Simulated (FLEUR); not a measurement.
## Si: equation of state with LDA

Si:

```
Si
1.0
    -1.62691    1.62691    1.32033
     1.62691   -1.62691    1.32033
     1.62691    1.62691   -1.32033
Si
1
Cartesian
  0.0000 0.0000 0.0000
```

This isn't the form of Si at room conditions, which is diamond.

| Property | Result |
| --- | --- |
| Program | FLEUR MaX-R8.1 (later development tree) |
| Task | equation of state |
| Functional | LDA |
| Potentials or basis | all-electron |
| Basis | FLAPW |
| Kmax | 4.34 1/bohr |
| k mesh | 13 × 13 × 13 |
| Occupations | fermi-dirac, width 0.05 eV |
| Spin | no spin polarisation |

- Equilibrium volume: 13.94 Å³/atom
- Bulk modulus at fixed shape and positions: 97 GPa
- Pressure derivative of the bulk modulus: 5.0 (rough: it moves with the points fitted)

Energy against volume, from the lowest point:
| volume (Å³/atom) | energy (meV/atom) |
| --- | --- |
| 13.140 | 15.55 |
| 13.420 | 6.31 |
| 13.979 | 0.00 |
| 14.538 | 7.15 |
| 14.818 | 14.77 |

Caveat: the cell was scaled at fixed shape and fractional positions, which overstates the stiffness of a crystal with free parameters, most of all of layers and chains.
